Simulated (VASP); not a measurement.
The system is HfSiO4.

```
CELL_PARAMETERS angstrom
3.35000 -3.00000 0.00000
3.35000 3.00000 0.00000
0.00000 0.00000 6.70000
ATOMIC_POSITIONS crystal
Hf 0.65240 0.34760 0.25000
Hf 0.34760 0.65240 0.75000
Si 0.84440 0.15560 0.75000
Si 0.15560 0.84440 0.25000
O 0.80500 0.81500 0.75000
O 0.18500 0.19500 0.75000
O 0.69500 0.30500 0.55500
O 0.69500 0.30500 0.94500
O 0.19500 0.18500 0.25000
O 0.81500 0.80500 0.25000
O 0.30500 0.69500 0.05500
O 0.30500 0.69500 0.44500
```

The cell was built by a generator and needn't be a form met in nature.

```yaml
Program: VASP 6.6.1
Task: relaxation of cell and atoms
Functional: PBE
Potentials_or_basis: VASP PAW PBE potentials, release 64 (Hf_pv, Si, O)
Cutoff: 520 eV
k_mesh: 3 × 3 × 2
Occupations: gaussian, width 0.15 eV
Spin: no spin polarisation
```

At the start: pressure 5.7 GPa; volume 11.22 Å³/atom.

Q: Where does the relaxation end?

A: Over 15 steps the energy falls by 132.1 meV/atom and the volume is 11.15 Å³/atom (-0.6 %); space group Cmcm (No. 63, to 0.05 Å).

The path:
| step | energy change (eV) | largest force (eV/Å) | pressure (GPa) | volume (Å³) |
| --- | --- | --- | --- | --- |
| 1 | 0.0000 | 3.6139 | 5.67 | 134.67 |
| 2 | 0.8438 | 3.2918 | -15.54 | 142.53 |
| 3 | -0.6738 | 1.4929 | -5.32 | 137.49 |
| 4 | -1.0891 | 1.3589 | 0.04 | 132.58 |
| 5 | -1.0945 | 1.4573 | 0.85 | 131.98 |
| 6 | -1.2971 | 1.2772 | 5.85 | 129.89 |
| 7 | -1.3049 | 0.9693 | 4.98 | 130.21 |
| 8 | -1.4984 | 0.5420 | 0.65 | 133.29 |
| 9 | -1.5141 | 0.5896 | -3.12 | 136.26 |
| 10 | -1.5268 | 0.5491 | -2.05 | 135.15 |
| 11 | -1.5801 | 0.2206 | -0.40 | 134.22 |
| 12 | -1.5801 | 0.2200 | -0.42 | 134.23 |
| 13 | -1.5799 | 0.4521 | 0.33 | 133.73 |
| 14 | -1.5837 | 0.1009 | -0.07 | 133.98 |
| 15 | -1.5857 | 0.0665 | 0.32 | 133.81 |

Final structure:
```xyz
12
Lattice="3.3204 -3.1067 0.0000 3.3204 3.1067 0.0000 0.0000 0.0000 6.4859" Properties=species:S:1:pos:R:3 pbc="T T T"
Hf    3.3204   -0.6236    1.6215
Hf    3.3204    0.6236    4.8644
Si    3.3204   -2.2711    4.8644
Si    3.3204    2.2711    1.6215
O     5.3206   -0.0957    4.8644
O     1.3202   -0.0957    4.8644
O     3.3204   -1.2075    3.5994
O     3.3204   -1.2075    6.1294
O     1.3202    0.0957    1.6215
O     5.3206    0.0957    1.6215
O     3.3204    1.2075    0.3565
O     3.3204    1.2075    2.8865
```

Caveat: the k mesh is coarse (spacing up to 0.47 Å⁻¹), so the values aren't converged.
